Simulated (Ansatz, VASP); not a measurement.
# One calculation of Al, two programs

Contents of INCAR:

```
  ALGO = Normal
  EDIFF = 1E-6
  ENCUT = 520
  GGA = PE
  ISIF = 2
  ISMEAR = 0
  IVDW = 12
  LASPH = T
  LCHARG = F
  LREAL = F
  LWAVE = F
  NBANDS = 8
  NELM = 100
  PREC = Accurate
  SIGMA = 0.1
```

File KPOINTS:

```
k-points
0
Gamma
  8 8 8
```

The input POSCAR:

```
Al
1.0
    0.0000000000      2.1676201200      2.1676201200
    2.1676201200      0.0000000000      2.1676201200
    2.1676201200      2.1676201200      0.0000000000
Al
1
Direct
    0.0000000000      0.0000000000      0.0000000000
```

Input for Ansatz:

```yaml
crystal:
  lattice:
    - [0.0, 2.16762012, 2.16762012]
    - [2.16762012, 0.0, 2.16762012]
    - [2.16762012, 2.16762012, 0.0]
  atoms:
    - { symbol: Al, position: [0.0, 0.0, 0.0] }
basis:
  ecutwfc: 420
kpoints:
  mp_grid: { grid: [8, 8, 8] }
hamiltonian:
  xc: pbe
  dispersion: d3bj
scf:
  occupations: { method: gaussian, width: 0.1 }
output:
  forces: true
  stress: true
  eigenvalues: true
```

Alike in both runs: task single point; functional PBE; dispersion D3(BJ); k mesh 8 × 8 × 8; occupations gaussian, width 0.1 eV; no spin polarisation.

|  | VASP | Ansatz |
| --- | --- | --- |
| version | VASP 6.6.1 | Ansatz 0.2.0 |
| potentials or method | VASP PAW PBE potentials, release 64 (Al) | scalar-relativistic, plane waves, PAW |
| plane-wave cutoff (eV) | 520 | 420 |
| valence electrons in the cell | 3 | 3 |

|  | VASP | Ansatz | Ansatz less VASP |
| --- | --- | --- | --- |
| gap on the k mesh at the Fermi level (eV) | none | none | - |
| pressure (GPa) | -12.5 | -12.5 | +0.01 |

A gap of «none» marks a metal or a gap that the smearing closes.

Caveats: pairwise dispersion overbinds metals, which lowers pressure and volume.
